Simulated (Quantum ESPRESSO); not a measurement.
Pt, 1 atom in the cell. It takes space group Fm-3m (No. 225, cubic). Conventional cell: a = 3.922 Å, b = 3.922 Å, c = 3.922 Å, α = 90.00°, β = 90.00°, γ = 90.00°. Pt (site symmetry m-3m) is surrounded by 12 Pt at 2.77 Å. 

| Quantity | Value |
| --- | --- |
| Program | Quantum ESPRESSO 7.5 |
| Task | phonons |
| Functional | PBE |
| Potentials or basis | GBRV 1.5 PBE |
| Cutoff | 612 eV |
| Density cutoff | 4898 eV |
| k mesh | 10 × 10 × 10 |
| Occupations | cold, width 0.2 eV |
| Spin | no spin polarisation |
| Mixing beta | 0.5 |
| Most SCF iterations | 120 |
| SCF threshold | 2e-10 Ry |

Potentials or basis: GBRV 1.5 PBE.

The run is started by

```sh
$ OMP_NUM_THREADS=1 pw.x -in pw.in > pw.out
$ OMP_NUM_THREADS=1 pw.x -in relax.in > relax.out
$ OMP_NUM_THREADS=1 pw.x -in scf2.in > scf2.out
$ OMP_NUM_THREADS=1 ph.x -in ph.in > ph.out
```

Hardware: 1 thread of Arm Neoverse V1, on a shared host.

Task: How long does it take, and how much memory?

Result: Wall time 4.2 min on 1 thread of Arm Neoverse V1 (shared host), peak memory 0.1 GiB. Counts: scf iterations 45, k pools 1, bands 14, ion steps 4, k points 47, g dense 11791.
